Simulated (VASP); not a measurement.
Computed with PBEsol GGA, VASP's PBE PAW potentials (set 64) (plane waves; VASP 6.6.1). Each cell was relaxed at this level, without spin-orbit coupling.

Problem. Which of these comes out without a gap?
A. BaF2, Fm-3m (225)
B. LiF, Fm-3m (225)
C. Tl, P6_3/mmc (194)
D. CdI2, P-3m1 (164)

Solution. C, Tl, P6_3/mmc (194). The others have gaps of 9.08 eV (LiF, Fm-3m (225)), 2.30 eV (CdI2, P-3m1 (164)), 6.67 eV (BaF2, Fm-3m (225)).
